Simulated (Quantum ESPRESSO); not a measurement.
Input of a Quantum ESPRESSO 7.5 run:

The input run.py:

```python
import numpy as np
from ase.calculators.espresso import Espresso, EspressoProfile
from ase import Atoms

atoms = Atoms(['Ge', 'Ge'],
              cell=[[0.0, 2.82891, 2.82891], [2.82891, 0.0, 2.82891], [2.82891, 2.82891, 0.0]],
              scaled_positions=[[0.759832, 0.779158, 0.7182], [0.506994, 0.502469, 0.494008]],
              pbc=True)

input_data = {
    'control': {'calculation': 'scf', 'prefix': 'pwscf', 'outdir': './tmp', 'tprnfor': True, 'tstress': True, 'disk_io': 'nowf'},
    'system': {'ecutwfc': 70.0, 'nbnd': 21, 'input_dft': 'vdw-df2-b86r', 'occupations': 'smearing', 'smearing': 'gaussian', 'degauss': 0.01469973},
    'electrons': {'conv_thr': 4e-10, 'electron_maxstep': 120, 'mixing_beta': 0.5},
}
pseudopotentials = {'Ge': '32_Ge_14_2.2_2.3_pbe_n_v1.0.upf'}
profile = EspressoProfile(command='pw.x', pseudo_dir='pseudo')
dft = Espresso(profile=profile, input_data=input_data, pseudopotentials=pseudopotentials, kpts=(8, 8, 8), koffset=(0, 0, 0))
atoms.calc = dft

print(f'energy {atoms.get_potential_energy():.8f} eV')
print('forces (eV/A)')
print(np.round(atoms.get_forces(), 6))
print('stress (eV/A^3, Voigt)')
print(np.round(atoms.get_stress(), 8))
print(f'Fermi level {dft.get_fermi_level():.4f} eV')
```

Potentials or basis: SPMS 1.0 PBE.

Command:

```console
$ OMP_NUM_THREADS=1 python run.py
```

Problem. Estimate the pressure.

Solution. 1.7 GPa.

Problem. What does it give for the band gap on the k mesh?

Solution. None (metal or under the smearing width).

Forces on the atoms (eV/Å):
```
Ge  -0.196  0.716 -0.911
Ge   0.196 -0.716  0.911
```

Caveat: the potentials were made for another functional, which shifts forces and pressure.
